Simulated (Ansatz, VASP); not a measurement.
Li2S: VASP beside Ansatz

```
Li S
1.0
     0.00000    2.78469    2.78469
     2.78469    0.00000    2.78469
     2.78469    2.78469    0.00000
Li S
2 1
Direct
  0.75000 0.75000 0.75000
  0.25000 0.25000 0.25000
  0.00000 0.00000 0.00000
```

Alike in both runs: functional PBE; dispersion D3(BJ); k mesh 8 × 8 × 8; occupations gaussian, width 0.02 eV; no spin polarisation.

Ansatz relaxed the structure, and its values are those at the end. VASP's run is a single point on that final structure, the one shown.

|  | VASP | Ansatz |
| --- | --- | --- |
| version | VASP 6.6.1 | Ansatz 0.2.0 |
| potentials or method | VASP PAW PBE potentials, release 64 (Li_sv, S) | scalar-relativistic, plane waves, PAW |
| plane-wave cutoff (eV) | 520 | 420 |
| valence electrons in the cell | 12 | 12 |

Ansatz gave:

- gap on the k mesh at the Fermi level (eV): 3.34
- least direct gap on the mesh (eV): 4.63

Q: Estimate VASP's values.

A: gap on the k mesh at the Fermi level (eV): 3.34; least direct gap on the mesh (eV): 4.64.

 A k mesh can miss the band edges. Expect the measured gap to be larger: semilocal functionals such as PBE lack the derivative discontinuity.
